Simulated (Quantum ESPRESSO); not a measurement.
# CoO: parallel and opposed starts, part 2 of 3

Does CoO prefer parallel or opposed moments, or none?

Quantum ESPRESSO 7.5; PBE with U = 3.5 eV on Co d (ortho-atomic projectors); plane waves with GBRV 1.5 PBE potentials, no spin-orbit coupling.

So far, absolute magnetization (μB): step 2 (run 1 (ferro +)) 3.01.

### Step 3. Start 2: antiferro q=(1/2,1/2,1/2) +−

The cell is doubled to 4 atoms to hold this order. The wavevector q is in fractions of the reciprocal vectors of the crystal's primitive cell, as the cells of these inputs are built from it; moments change sign between cells as cos(2π q·R).

pw.in reads:

```
&CONTROL
  calculation = 'scf'
  prefix = 'pwscf'
  outdir = './tmp'
  pseudo_dir = './pseudo'
  disk_io = 'nowf'
/
&SYSTEM
  ibrav = 0
  celldm(1) = 8
  nat = 4
  ntyp = 3
  ecutwfc = 40
  ecutrho = 280
  nbnd = 32
  occupations = 'smearing'
  smearing = 'fd'
  degauss = 0.00367493
  nspin = 2
  starting_magnetization(1) = 0.1765
  starting_magnetization(2) = -0.1765
  starting_magnetization(3) = 0
/
&ELECTRONS
  conv_thr = 8d-09
  electron_maxstep = 150
  mixing_beta = 0.3
/
ATOMIC_SPECIES
Co1    58.9332 co_pbe_v1.2.uspp.F.UPF
Co2    58.9332 co_pbe_v1.2.uspp.F.UPF
O      15.9990 o_pbe_v1.2.uspp.F.UPF
CELL_PARAMETERS alat
  -0.7124267489839    0.7124267489839    0.9955301807613
   0.0000000000000    0.0000000000000    0.9955301807613
   0.0000000000000    0.7124267489839    0.0000000000000
ATOMIC_POSITIONS crystal
Co1     0.0000000000    0.0000000000    0.0000000000
Co2     0.5000000000    0.0000000000    0.0000000000
O       0.0000000000    0.5000000000    0.0000000000
O       0.5000000000    0.5000000000    0.0000000000
K_POINTS automatic
5 10 10 0 0 0
HUBBARD {ortho-atomic}
U Co1-3d 3.5000
U Co2-3d 3.5000
```

On the command line:

```console
$ OMP_NUM_THREADS=1 mpirun -n 4 pw.x -nk 4 -in pw.in > pw.out
```

Log:

```text
[banner, memory and clock lines left out]
Program PWSCF v.7.5 starts

     Message from routine setup:
     using ibrav=0 with symmetry is DISCOURAGED, use correct ibrav instead

     bravais-lattice index     =            0
     lattice parameter (alat)  =       8.0000  a.u.
     unit-cell volume          =     258.7050 (a.u.)^3
     number of atoms/cell      =            4
     number of atomic types    =            3
     number of electrons       =        46.00
     number of Kohn-Sham states=           32
     kinetic-energy cutoff     =      40.0000  Ry
     charge density cutoff     =     280.0000  Ry
     scf convergence threshold =      8.0E-09
     mixing beta               =       0.3000
     number of iterations used =            8  plain     mixing
     Exchange-correlation= SLA  PW   PBE  PBE
                           (   1   4   3   4   0   0   0)
     Hubbard projectors: ortho-atomic
     Hubbard parameters of DFT+U (Dudarev formulation) in eV:
     U(Co1-3d) =  3.5000
     U(Co2-3d) =  3.5000

     Internal variables: lda_plus_u =T, lda_plus_u_kind = 0

     Internal variables: orbital_resolved =F, hub_pot_fix =F, apply_U = F

     celldm(1)=   8.000000  celldm(2)=   0.000000  celldm(3)=   0.000000
     celldm(4)=   0.000000  celldm(5)=   0.000000  celldm(6)=   0.000000

     crystal axes: (cart. coord. in units of alat)
               a(1) = (  -0.712427   0.712427   0.995530 )
               a(2) = (   0.000000   0.000000   0.995530 )
               a(3) = (   0.000000   0.712427   0.000000 )

     reciprocal axes: (cart. coord. in units 2 pi/alat)
               b(1) = ( -1.403653  0.000000  0.000000 )
               b(2) = (  1.403653 -0.000000  1.004490 )
               b(3) = (  1.403653  1.403653 -0.000000 )

     PseudoPot. # 1 for Co read from file:
     co_pbe_v1.2.uspp.F.UPF
     Pseudo is Ultrasoft + core correction, Zval = 17.0

     PseudoPot. # 2 for Co read from file:
     co_pbe_v1.2.uspp.F.UPF
     Pseudo is Ultrasoft + core correction, Zval = 17.0

     PseudoPot. # 3 for O  read from file:
     o_pbe_v1.2.uspp.F.UPF
     Pseudo is Ultrasoft + core correction, Zval =  6.0

     atomic species   valence    mass     pseudopotential
     Co1              17.00    58.93320     Co( 1.00)
     Co2              17.00    58.93320     Co( 1.00)
     O                 6.00    15.99900     O ( 1.00)

     Starting magnetic structure
     atomic species   magnetization
     Co1             0.176
     Co2            -0.176
     O               0.000

     16 Sym. Ops., with inversion, found

   Cartesian axes

     site n.     atom                  positions (alat units)
         1        Co1    tau(   1) = (   0.0000000   0.0000000   0.0000000  )
         2        Co2    tau(   2) = (  -0.3562134   0.3562134   0.4977651  )
         3        O      tau(   3) = (   0.0000000   0.0000000   0.4977651  )
         4        O      tau(   4) = (  -0.3562134   0.3562134   0.9955302  )

     number of k points=    63  Fermi-Dirac smearing, width (Ry)=  0.0037
                       cart. coord. in units 2pi/alat
        k(    1) = (   0.0000000   0.0000000   0.0000000), wk =   0.0020000
        k(    2) = (   0.1403653   0.1403653   0.0000000), wk =   0.0080000
        k(    3) = (   0.2807306   0.2807306   0.0000000), wk =   0.0080000
        k(    4) = (   0.4210959   0.4210959   0.0000000), wk =   0.0080000
        k(    5) = (   0.5614612   0.5614612   0.0000000), wk =   0.0080000
        [... 58 further k-points ...]

     Dense  grid:    20407 G-vectors     FFT dimensions: (  64,  45,  32)

     Smooth grid:     8861 G-vectors     FFT dimensions: (  45,  36,  24)

     Check: negative core charge=   -0.000038
     Generating pointlists ...
     new r_m :   0.2053 (alat units)  1.6426 (a.u.) for type    1
     new r_m :   0.2053 (alat units)  1.6426 (a.u.) for type    2
     new r_m :   0.2053 (alat units)  1.6426 (a.u.) for type    3

     Initial potential from superposition of free atoms

     starting charge      44.0000, renormalised to      46.0000

     STARTING HUBBARD OCCUPATIONS:

     =================== HUBBARD OCCUPATIONS ===================
     ------------------------ ATOM    1 ------------------------
     Tr[ns(  1)] (up, down, total) =   5.00000  2.00000  7.00000
     Atomic magnetic moment for atom   1 =   3.00000
     [... lines left out ...]
     ------------------------ ATOM    2 ------------------------
     Tr[ns(  2)] (up, down, total) =   2.00000  5.00000  7.00000
     Atomic magnetic moment for atom   2 =  -3.00000
     [... lines left out ...]
     Number of occupied Hubbard levels =   14.0000

     Atomic wfc used for Hubbard projectors are orthogonalized

     Starting wfcs are   34 randomized atomic wfcs

     Self-consistent Calculation

     iteration #  1     ecut=    40.00 Ry     beta= 0.30
     Davidson diagonalization with overlap
     ethr =  1.00E-02,  avg # of iterations =  2.8

     =================== HUBBARD OCCUPATIONS ===================
     ------------------------ ATOM    1 ------------------------
     Tr[ns(  1)] (up, down, total) =   4.62141  0.91755  5.53897
     Atomic magnetic moment for atom   1 =   3.70386
     [... lines left out ...]
     ------------------------ ATOM    2 ------------------------
     Tr[ns(  2)] (up, down, total) =   0.91766  4.62124  5.53890
     Atomic magnetic moment for atom   2 =  -3.70358
     [... lines left out ...]
     Number of occupied Hubbard levels =   11.0779

     total energy              =    -657.57101772 Ry
     estimated scf accuracy    <      11.98438100 Ry

     total magnetization       =     0.00 Bohr mag/cell
     absolute magnetization    =     7.61 Bohr mag/cell

     iteration #  2     ecut=    40.00 Ry     beta= 0.30
     Davidson diagonalization with overlap
     ethr =  1.00E-02,  avg # of iterations =  2.6

     total energy              =    -659.57619197 Ry
     estimated scf accuracy    <       9.81995611 Ry

     total magnetization       =     0.00 Bohr mag/cell
     absolute magnetization    =     2.24 Bohr mag/cell

     [... further iterations left out ...]

     iteration # 23     ecut=    40.00 Ry     beta= 0.30
     Davidson diagonalization with overlap
     ethr =  2.04E-10,  avg # of iterations =  1.0

     total energy              =    -661.18244275 Ry
     estimated scf accuracy    <       0.00000008 Ry

     total magnetization       =     0.00 Bohr mag/cell
     absolute magnetization    =     5.08 Bohr mag/cell

     iteration # 24     ecut=    40.00 Ry     beta= 0.30
     Davidson diagonalization with overlap
     ethr =  1.76E-10,  avg # of iterations =  1.0

     Magnetic moment per site  (integrated on atomic sphere of radius R)
     atom   1 (R=0.205)  charge= 14.5889  magn=  2.3574
     atom   2 (R=0.205)  charge= 14.5890  magn= -2.3563
     atom   3 (R=0.205)  charge=  5.7149  magn= -0.0342
     atom   4 (R=0.205)  charge=  5.7149  magn=  0.0348

     End of self-consistent calculation

     =================== HUBBARD OCCUPATIONS ===================
     ------------------------ ATOM    1 ------------------------
     Tr[ns(  1)] (up, down, total) =   4.89949  2.46344  7.36293
     Atomic magnetic moment for atom   1 =   2.43605
     [... lines left out ...]
     ------------------------ ATOM    2 ------------------------
     Tr[ns(  2)] (up, down, total) =   2.46413  4.89910  7.36323
     Atomic magnetic moment for atom   2 =  -2.43497
     [... lines left out ...]
     Number of occupied Hubbard levels =   14.7262

     Number of k-points >= 100: set verbosity='high' to print the bands.

     the Fermi energy is    13.2716 ev

!    total energy              =    -661.18244276 Ry
     estimated scf accuracy    <          7.6E-09 Ry
     smearing contrib. (-TS)   =      -0.00575745 Ry
     internal energy E=F+TS    =    -661.17668530 Ry

     The total energy is F=E-TS. E is the sum of the following terms:
     one-electron contribution =    -364.10385250 Ry
     hartree contribution      =     209.37572599 Ry
     xc contribution           =     -80.08376652 Ry
     ewald contribution        =    -426.58487188 Ry
     Hubbard energy            =       0.22007960 Ry

     total magnetization       =     0.00 Bohr mag/cell
     absolute magnetization    =     5.08 Bohr mag/cell

     convergence has been achieved in  24 iterations
```

Run time: 44 s. Hardware: 4 MPI ranks of Intel Xeon Platinum 8488C (Sapphire Rapids), shared host; peak memory 0.47 GiB.

Spin moment in the atom's sphere by atom:

| atom | spin moment in the atom's sphere (μB) |
| --- | --- |
| Co1 | 2.36 |
| Co2 | -2.36 |
| O3 | -0.03 |
| O4 | 0.03 |

Read from the output:

| Item | Value |
| --- | --- |
| smearing term TS | 0.07833 eV |
| magnetization | 0 μB |
| absolute magnetization | 5.077 μB |
| final state | antiferromagnetic |

Spin density in the ab plane at fractional z = 0.000, with atoms of Co and O within 0.2 Å of it.

Ten even steps from '_' (-7.2 e/Å³) to '@' (6.2 e/Å³), each cell a mean:
```
@@%%++++++++++==....--++++++++++**
******++++++++++========++++++++++
++++++++++++++++++++++++++++++++++
++++++++++++++++++++++++++++++++++
++++++++++++++++++++++++++++++++++
++++++++++++++++++++++++++++++++++
++++++++++++++++++++++++++++++++++
++++++++++++++++++++++++++++++++++
++++++++++++++++++++++++++++++++++
**++++++++++==----==++++++++++**##
@@**++++++++++--__--++++++++++**@@
```
Columns run along a (6.0 Å), rows up along b (4.2 Å). Atoms in or near the plane, at fractional coordinates: Co at (0.00, 0.00), Co at (0.50, 0.00), O at (0.00, 0.50), O at (0.50, 0.50).

Valence density in the ab plane at fractional z = 0.000, with atoms of Co and O within 0.2 Å of it. It is the smooth field of the valence electrons, not physical close to the nuclei.

Ten steps, logarithmic in the rise over the least value, from '0' (0 e/Å³) to '9' (40 e/Å³), each cell a mean:
```
98410015896200027
57520001466310002
13311121123211121
21000134310001244
53000135541000245
65200024654100135
55310002454200013
23320111133210111
11111134211111243
52000157731000367
96200048984000269
```
Columns run along a (6.0 Å), rows up along b (4.2 Å). Atoms in or near the plane, at fractional coordinates: Co at (0.00, 0.00), Co at (0.50, 0.00), O at (0.00, 0.50), O at (0.50, 0.50).

### Step 4. Run 3 (antiferro q=(0,1/2,0) +−)

The cell is doubled to 4 atoms to hold this order.

Changes to pw.in since step 3:

```diff
@@ -33,12 +33,12 @@
 CELL_PARAMETERS alat
-  -0.7124267489839    0.7124267489839    0.9955301807613
-   0.0000000000000    0.0000000000000    0.9955301807613
-   0.0000000000000    0.7124267489839    0.0000000000000
+  -0.3562133744920    0.3562133744920    0.4977650903806
+   0.7124267489839   -0.7124267489839    0.9955301807613
+   0.3562133744920    0.3562133744920   -0.4977650903806
 ATOMIC_POSITIONS crystal
 Co1     0.0000000000    0.0000000000    0.0000000000
-Co2     0.5000000000    0.0000000000    0.0000000000
-O       0.0000000000    0.5000000000    0.0000000000
-O       0.5000000000    0.5000000000    0.0000000000
+Co2     0.0000000000    0.5000000000    0.0000000000
+O       0.5000000000    0.2500000000    0.0000000000
+O       0.5000000000    0.7500000000    0.0000000000
 K_POINTS automatic
-5 10 10 0 0 0
+10 5 10 0 0 0
 HUBBARD {ortho-atomic}
```

Log:

```text
     [... lines left out ...]
Program PWSCF v.7.5 starts
     [... lines left out ...]
     number of atoms/cell      =            4
     [... lines left out ...]
     number of electrons       =        46.00
     number of Kohn-Sham states=           32
     kinetic-energy cutoff     =      40.0000  Ry
     charge density cutoff     =     280.0000  Ry
     scf convergence threshold =      8.0E-09
     [... lines left out ...]
      4 Sym. Ops., with inversion, found
     [... lines left out ...]
     number of k points=   141  Fermi-Dirac smearing, width (Ry)=  0.0037
     [... lines left out ...]
     iteration # 96     ecut=    40.00 Ry     beta= 0.30
     [... lines left out ...]
     Magnetic moment per site  (integrated on atomic sphere of radius R)
     atom   1 (R=0.205)  charge= 14.5597  magn=  2.5403
     atom   2 (R=0.205)  charge= 14.5596  magn= -2.5403
     atom   3 (R=0.205)  charge=  5.7359  magn= -0.0000
     atom   4 (R=0.205)  charge=  5.7359  magn= -0.0000
     [... lines left out ...]
     Tr[ns(  1)] (up, down, total) =   4.96182  2.34645  7.30827
     [... lines left out ...]
     Tr[ns(  2)] (up, down, total) =   2.34640  4.96182  7.30823
     [... lines left out ...]
     the Fermi energy is    13.3774 ev
!    total energy              =    -661.19507009 Ry
     estimated scf accuracy    <          5.8E-09 Ry
     smearing contrib. (-TS)   =      -0.00475470 Ry
     [... lines left out ...]
     total magnetization       =    -0.00 Bohr mag/cell
     absolute magnetization    =     5.43 Bohr mag/cell
     convergence has been achieved in  96 iterations
```

Elapsed: 4.9 min, on 4 MPI ranks; peak memory 0.55 GiB; 20 min of CPU time.

Spin moment in the atom's sphere by atom:

| atom | spin moment in the atom's sphere (μB) |
| --- | --- |
| Co1 | 2.54 |
| Co2 | -2.54 |
| O3 | 0.00 |
| O4 | 0.00 |

Numbers from this step:

```
smearing term TS       : 0.06469 eV
magnetization          : 0 μB
absolute magnetization : 5.434 μB
final state            : antiferromagnetic
```

### Step 5. Start 4: antiferro q=(0,0,1/2) +−

This order needs a doubled cell of 4 atoms.

Changes to pw.in since step 4:

```diff
@@ -34,11 +34,11 @@
   -0.3562133744920    0.3562133744920    0.4977650903806
-   0.7124267489839   -0.7124267489839    0.9955301807613
-   0.3562133744920    0.3562133744920   -0.4977650903806
+   0.3562133744920   -0.3562133744920    0.4977650903806
+   0.7124267489839    0.7124267489839   -0.9955301807613
 ATOMIC_POSITIONS crystal
 Co1     0.0000000000    0.0000000000    0.0000000000
-Co2     0.0000000000    0.5000000000    0.0000000000
-O       0.5000000000    0.2500000000    0.0000000000
-O       0.5000000000    0.7500000000    0.0000000000
+Co2     0.0000000000    0.0000000000    0.5000000000
+O       0.5000000000    0.5000000000    0.0000000000
+O       0.5000000000    0.5000000000    0.5000000000
 K_POINTS automatic
-10 5 10 0 0 0
+10 10 5 0 0 0
 HUBBARD {ortho-atomic}
```

Log:

```text
     [... lines left out ...]
Program PWSCF v.7.5 starts
     [... lines left out ...]
     number of atoms/cell      =            4
     [... lines left out ...]
     number of electrons       =        46.00
     number of Kohn-Sham states=           32
     kinetic-energy cutoff     =      40.0000  Ry
     charge density cutoff     =     280.0000  Ry
     scf convergence threshold =      8.0E-09
     [... lines left out ...]
      8 Sym. Ops., with inversion, found
     [... lines left out ...]
     number of k points=    93  Fermi-Dirac smearing, width (Ry)=  0.0037
     [... lines left out ...]
     iteration # 29     ecut=    40.00 Ry     beta= 0.30
     [... lines left out ...]
     Magnetic moment per site  (integrated on atomic sphere of radius R)
     atom   1 (R=0.205)  charge= 14.5518  magn=  2.5790
     atom   2 (R=0.205)  charge= 14.5517  magn= -2.5791
     atom   3 (R=0.205)  charge=  5.7463  magn=  0.0986
     atom   4 (R=0.205)  charge=  5.7463  magn= -0.0985
     [... lines left out ...]
     Tr[ns(  1)] (up, down, total) =   4.96530  2.31314  7.27844
     [... lines left out ...]
     Tr[ns(  2)] (up, down, total) =   2.31308  4.96530  7.27838
     [... lines left out ...]
     the Fermi energy is    13.7261 ev
!    total energy              =    -661.20694818 Ry
     estimated scf accuracy    <          4.4E-09 Ry
     smearing contrib. (-TS)   =      -0.00345481 Ry
     [... lines left out ...]
     total magnetization       =    -0.00 Bohr mag/cell
     absolute magnetization    =     5.63 Bohr mag/cell
     convergence has been achieved in  29 iterations
```

Elapsed: 58 s, on 4 MPI ranks; peak memory 0.49 GiB; 3.9 min of CPU time.

Read from the output:

```
smearing term TS       : 0.04701 eV
magnetization          : 0 μB
absolute magnetization : 5.632 μB
final state            : antiferromagnetic
largest moment         : 2.579 μB
```

(Part 2 of 3 ends here.)

[Logs and program files are shortened in this print: banners, set-up blocks, solver, clock and traceback lines can be left out without a mark of their own.]

[Logs are printed without paths, hosts, clocks, repeated set-up lines and the standing remarks that a program may print on its own settings, such as how far it seeks lower states.]

[Hosts, paths, dates, database ids (printed as entryN), source tags and the programs' standing remarks are cut or masked in the printed files.]

[Where a cell is said to come from a database of computed structures, the database is the Materials Project.]
